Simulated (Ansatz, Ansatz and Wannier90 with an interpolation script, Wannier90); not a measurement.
# InAs (F-43m): what limits a Wannier interpolation of GW, part 3 of 3

Wanted: errors and cost of interpolated bands of InAs (F-43m) under coarser or faulty settings.

Wannier90 4.0.3; maximally localised Wannier functions from the overlaps of r2SCAN states (plane waves, PAW). Known limits of the many-body steps: not at the basis limit; screening runs away on this mesh; no spin-orbit coupling; coarse k mesh.

So far. Step 4 (Wannier model on 6×6×6, by Wannier90): Near the gap the model misses directly solved bands by 24.5 meV r.m.s. and by 153 meV at most in the window tested. This tests the starting bands, not the corrections carried with them. Step 6 (G0W0: 6×6×6 mesh, 252 empty bands, screening to 160 eV): The G0W0 gap on the mesh is 0.480 eV.

The database entry behind the starting cell differs from later determinations by our own check (about 0.4 % short), so it need not match the best structure at ambient conditions.

### Step 7. G0W0: 3×3×3 mesh, 252 empty bands, screening to 160 eV

Level of this step: G0W0 on r2SCAN, plane waves, PAW (Ansatz).

input.yaml reads:

```yaml
crystal:
  lattice:
    - [0.0, 3.018, 3.018]
    - [3.018, 0.0, 3.018]
    - [3.018, 3.018, 0.0]
  atoms:
    - { symbol: In, position: [0.0, 0.0, 0.0] }
    - { symbol: As, position: [0.75, 0.75, 0.75] }
kpoints:
  mp_grid: { grid: [3, 3, 3] }
hamiltonian:
  xc: r2scan
scf:
  occupations: { method: fixed }
gw:
  n_empty_bands: 252
  ecut_chi: 160.0
  qp_bands: [v3, c2]
  screening: { model: contour_deformation }
```

Launch:

```
$ ansatz run input.yaml --threads 12 --pin off --max-ram 22118MiB --backend cpu --events-out ev --progress --plain --runs-dir out
```

Numbers of over 12 decimals in the logs are rounded to 6 here.

What it wrote:

```text
[...]
Crystal: 2 atoms, lattice volume = 54.978 Å³
Basis set: ecut = 500 eV, 1411 PW (Γ), exchange–correlation on 128×128×128 points (64 copies of the dense FFT grid, shifted against one another)
Bands: 18, of which v1, the nominal top of the filled ones, is band 14 counted from 1 (13 counted from 0)
Symmetry: 24 space group operations
[...]
k-points: 4 of 27 (time reversal used)
[...]
1    14      6.9700   -16.4898     1.6465   -14.4927  0.7693     6.6169     6.6194  root
[...]
3    13      4.2985   -14.6222     2.2164   -12.0267  0.7495     3.9183     3.9195  root
     3    14      6.0377   -15.8652     1.8734   -13.6230  0.7582     5.6652     5.6689  root
     3    15     10.3933    -7.2106    -4.2498   -11.2760  0.7881    10.2095    10.2089  root
     3    16     13.2396    -8.0933    -4.8894   -12.8973  0.7723    13.1543    13.1542  root
[key lines of the parts left out:]
SCF converged after 6 iterations
Free energy (F): -10476.719974 eV
Fermi energy:    7.798212 eV
```

The job ended after 7.8 s (12 threads of Arm Neoverse V2, shared host; peak memory 1.1 GiB).

The G0W0 gap on the mesh is 0.482 eV.

### Step 8. G0W0: 6×6×6 mesh, 117 empty bands, screening to 96 eV

input.yaml, the sections that differ from step 7:

```yaml
kpoints:
  mp_grid: { grid: [6, 6, 6] }
gw:
  n_empty_bands: 117
  ecut_chi: 96
  qp_bands: [v3, c2]
  screening: { model: contour_deformation }
# crystal, hamiltonian, scf: as in step 7
```

What it wrote:

```text
[...]
Crystal: 2 atoms, lattice volume = 54.978 Å³
Basis set: ecut = 500 eV, 1411 PW (Γ), exchange–correlation on 128×128×128 points (64 copies of the dense FFT grid, shifted against one another)
Bands: 18, of which v1, the nominal top of the filled ones, is band 14 counted from 1 (13 counted from 0)
Symmetry: 24 space group operations
[...]
k-points: 16 of 216 (time reversal used)
[...]
1    14      7.3733   -16.3319     1.2120   -14.9728  0.7401     7.2249     7.2262  root
[...]
15    13      4.7874   -15.1273     2.1664   -12.6995  0.7050     4.5207     4.5261  root
    15    14      4.8561   -14.6625     2.0572   -12.3402  0.7083     4.5854     4.5910  root
    15    15     11.0985    -6.8765    -3.8779   -10.6999  0.7505    11.0442    11.0440  root
    15    16     11.4920    -8.5874    -4.1764   -12.8961  0.7385    11.6254    11.6242  root
[key lines of the parts left out:]
SCF converged after 6 iterations
Free energy (F): -10477.149291 eV
Fermi energy:    7.694955 eV
```

Wall time 38 s (12 threads); peak memory 1.1 GiB.

The G0W0 gap on the mesh is 0.527 eV.

### Step 9. G0W0: 6×6×6 mesh, 252 empty bands, screening to 160 eV, plasmon pole

input.yaml, the sections that differ from step 8:

```yaml
gw:
  n_empty_bands: 252
  ecut_chi: 160.0
  qp_bands: [v3, c2]
  screening: { model: godby_needs }
# crystal, kpoints, hamiltonian, scf: as in step 8
```

What it wrote:

```text
[...]
Crystal: 2 atoms, lattice volume = 54.978 Å³
Basis set: ecut = 500 eV, 1411 PW (Γ), exchange–correlation on 128×128×128 points (64 copies of the dense FFT grid, shifted against one another)
Bands: 18, of which v1, the nominal top of the filled ones, is band 14 counted from 1 (13 counted from 0)
Symmetry: 24 space group operations
[...]
k-points: 16 of 216 (time reversal used)
[...]
1    14      7.3733   -16.3319     1.0434   -14.9728  0.7930     7.0570     7.0575  root
[...]
15    13      4.7874   -15.1273     1.9600   -12.6995  0.7829     4.3176     4.3196  root
    15    14      4.8561   -14.6625     1.8494   -12.3402  0.7845     4.3814     4.3831  root
    15    15     11.0985    -6.8765    -4.0073   -10.6999  0.8074    10.9148    10.9145  root
    15    16     11.4920    -8.5874    -4.2720   -12.8961  0.7981    11.5287    11.5287  root
[key lines of the parts left out:]
SCF converged after 6 iterations
Free energy (F): -10477.149291 eV
Fermi energy:    7.694955 eV
```

Elapsed: 2 min, on 12 threads; peak memory 2.7 GiB.

The G0W0 gap on the mesh is 0.549 eV.

### Step 10. Interpolated results

Times are wall times on 12 threads of Arm Neoverse V2, shared host, good to a factor of about two.

```
GW mesh  empty bands  cutoff (eV)            frequency  gap on mesh (eV)  gap over zone (eV)  direct gap (eV)  valence width (eV)  GW time
  6×6×6          252          160  contour deformation             0.480               0.480            0.480               6.006  2.4 min
  3×3×3          252          160  contour deformation             0.482               0.512            0.512               6.052    7.8 s
  6×6×6          117           96  contour deformation             0.527               0.527            0.527               6.046     38 s
  6×6×6          252          160         plasmon pole             0.549               0.549            0.549               6.168    2 min
```

### Step 11. Outcome

| Quantity | Value |
| --- | --- |
| 6×6×6 mesh, 252 empty bands, screening to 160 eV | 0.48 eV |
| 3×3×3 mesh, 252 empty bands, screening to 160 eV | 0.51 eV |
| 6×6×6 mesh, 117 empty bands, screening to 96 eV | 0.53 eV |
| 6×6×6 mesh, 252 empty bands, screening to 160 eV, plasmon pole | 0.55 eV |

**Reading.** The largest change, +0.07 eV in the gap over the zone, comes with 6×6×6 mesh, 252 empty bands, screening to 160 eV, plasmon pole. The first run is a reference, not a converged one, and where a row moves several settings no single cause can be named. Rows on another GW mesh add that mesh's corrections to the bands of the one model. The program's own minimiser ends at the same spread as the first model, 27.5 Å², from the same trial orbitals; this need not be the lowest minimum. Coarser Wannier mesh (6×6×6): the miss near the gap goes from 4 (the model on 12×12×12) to 25 meV and the total spread from 27.5 to 24.7 Å². Nothing frozen (6×6×6): the miss near the gap goes from 25 (the model on 6×6×6) to 317 meV and the total spread from 24.7 to 24.0 Å². With 3×3×3 mesh, 252 empty bands, screening to 160 eV the gap over the zone moves by +0.03 eV and that on the mesh by +0.002 eV. With 6×6×6 mesh, 117 empty bands, screening to 96 eV the gap over the zone moves by +0.05 eV and that on the mesh by +0.05 eV. With 6×6×6 mesh, 252 empty bands, screening to 160 eV, plasmon pole the gap over the zone moves by +0.07 eV and that on the mesh by +0.07 eV. Gaps over the zone and on the mesh differ where an edge lies off the mesh, or where a GW run starts from another density: the starting gap over the zone is 0.278 eV, on the GW meshes it is 0.278 eV and 0.248 eV. The 6×6×6 mesh is coarse for this cell (its supercell is 26 Å along the shortest edge). The RPA ε∞ on it, from the r2SCAN start, is 172.48; such meshes misread the long-range screening, most where the gap is narrow. On this mesh the RPA ε∞ passes 90, more than nearly any semiconductor shows; a coarse mesh does this where one point with a narrow direct gap carries much weight. The screening is then too strong, and the G0W0 gap should not be taken as the material's. The many-body steps are scalar-relativistic: spin-orbit coupling is not in them.

[Paths, hosts, dates, memory and timing lines, banners, echoed tables and standing remarks are left out of the program output.]

[Logs are printed without paths, hosts, clocks, repeated set-up lines and the standing remarks that a program may print on its own settings, such as how far it seeks lower states.]

[Runs of the session that timed out or met a known fault of the program may be left out.]

[Hosts, paths, dates, database ids (printed as entryN), source tags and the programs' standing remarks are cut or masked in the printed files.]
